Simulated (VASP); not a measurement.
Wanted: the native input for a VASP 6.6.1 run.

```yaml
Task: relaxation of cell and atoms
Functional: AM05
Potentials_or_basis: VASP PAW PBE potentials, release 64 (Zn, S)
Cutoff: 600 eV
k_mesh: 9 × 9 × 9
Occupations: fermi-dirac, width 0.05 eV
Spin: no spin polarisation
Further_INCAR_settings: ALGO = Normal; EDIFF = 1e-07; IBRION = 2; EDIFFG = -0.01; NSW = 40; ISIF = 3
```

The structure of ZnS lies in POSCAR:

```
ZnS
1.0
    0.0000000000      2.7020000000      2.7020000000
    2.7020000000      0.0000000000      2.7020000000
    2.7020000000      2.7020000000      0.0000000000
Zn S
1 1
Direct
    0.7500000000      0.7500000000      0.7500000000
    0.0000000000      0.0000000000      0.0000000000
```

One way to write it, as run:

INCAR

```
SYSTEM = ZnS
PREC     = Accurate       ! precision mode
ENCUT    = 600            ! plane-wave cutoff, eV
EDIFF    = 1E-7           ! SCF threshold, eV
ISMEAR   = -1             ! smearing method
SIGMA    = 0.05           ! smearing width, eV
LREAL    = .FALSE.        ! projectors in reciprocal space
LASPH    = .TRUE.         ! aspherical terms in the spheres
NELM     = 80             ! most SCF steps
ALGO     = Normal         ! electronic algorithm
ISIF     = 3              ! what is computed and relaxed
LWAVE    = .FALSE.        ! write WAVECAR
LCHARG   = .FALSE.        ! write CHGCAR
GGA      = AM             ! functional
IBRION   = 2              ! ionic algorithm
NSW      = 40             ! ionic steps
EDIFFG   = -0.01          ! ionic threshold
```

KPOINTS

```
Automatic mesh
0
G
  9 9 9
  0 0 0
```

Potentials or basis: VASP PAW PBE potentials, release 64 (Zn, S).

Command:

```sh
$ cat potpaw_PBE.64/Zn/POTCAR potpaw_PBE.64/S/POTCAR > POTCAR
$ mpirun -np 1 vasp_std > vasp.out
```

It gave:

| Quantity | Value |
| --- | --- |
| Relaxed volume | 19.40 Å³/atom |
| Relaxed cell | a = 3.800 Å, b = 3.800 Å, c = 3.800 Å, α = 60.00°, β = 60.00°, γ = 60.00° |
| Space group after relaxing (to 0.05 Å) | F-43m (No. 216) |
| Energy gained by relaxing | 1.2 meV/atom |
| Ionic steps | 3 |
| Pressure after relaxing | 0.0 GPa |
| Band gap on the k mesh | 2.17 eV, direct |

Caveat: the PAW data sets were made with another functional, which shifts forces and pressure a little.

It took 22 s on 1 thread of Intel(R) Xeon(R) 6975P-C (Granite Rapids) (shared host), peak memory 0.19 GiB.
